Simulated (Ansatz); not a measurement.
GeSb4Te7: a prediction, then the measurements

Level of theory: DFT PBEsol, scalar-relativistic, plane waves, PAW (Ansatz).

Settings: cutoff 420 eV, Γ-centred mesh 12×12×2 on the computed 12-atom cell, Gaussian smearing of 0.10 eV; no spin polarisation.

Relaxed structure, symmetry kept:

```cif
data_structure
_symmetry_space_group_name_H-M 'P-3m1'
_symmetry_Int_Tables_number 164
_cell_length_a 4.2546
_cell_length_b 4.2546
_cell_length_c 23.3676
_cell_angle_alpha 90.000
_cell_angle_beta 90.000
_cell_angle_gamma 120.000
_cell_volume 366.33
loop_
_atom_site_label
_atom_site_type_symbol
_atom_site_symmetry_multiplicity
_atom_site_Wyckoff_symbol
_atom_site_fract_x
_atom_site_fract_y
_atom_site_fract_z
_atom_site_occupancy
Ge1 Ge 1 b 0.00000 0.00000 0.50000 1
Sb1 Sb 2 d 0.66667 0.33333 0.91597 1
Sb2 Sb 2 d 0.33333 0.66667 0.34430 1
Te1 Te 2 d 0.33333 0.66667 0.84264 1
Te2 Te 2 c 0.00000 0.00000 0.72882 1
Te3 Te 2 d 0.66667 0.33333 0.42917 1
Te4 Te 1 a 0.00000 0.00000 0.00000 1
```

| Property | Result |
| --- | --- |
| Space group | P-3m1 (No. 164) |
| Volume per atom | 30.53 Å³ |
| Formation energy from the elements' standard states (uncorrected) | -0.119 eV/atom |
| Kohn–Sham band gap | zero, with almost no states at the Fermi level |
| Density of states at the Fermi level | 0.00 states/eV per cell (so small that it hangs on the mesh: a semimetal, or crossings between mesh points) |
| Löwdin character within 0.5 eV of the Fermi level | Sb 5p 47 %, Te 5p 30 %, Ge 4p 11 % |

Spin-orbit coupling is left out, which matters for the bands of heavy elements.

**What was measured.**

From “Multiple superconducting phases driven by pressure in the topological insulator GeSb4Te7”, 2023, arxiv:2311.14472, for a bulk crystal of GeSb4Te7 at 300 K: lattice constant a 4.23 Å; lattice constant c 23.82 Å.

Against the measured lattice constant a of GeSb4Te7, 4.23 Å (300 K; the paper above), the calculated 4.255 Å is off by +0.6 %. The measured value has few digits, which limits the comparison. A measured lattice constant c of GeSb4Te7 is 23.82 Å (300 K; the paper above); the calculated 23.368 Å misses it by -1.9 %. The calculation is for 0 K without zero-point motion.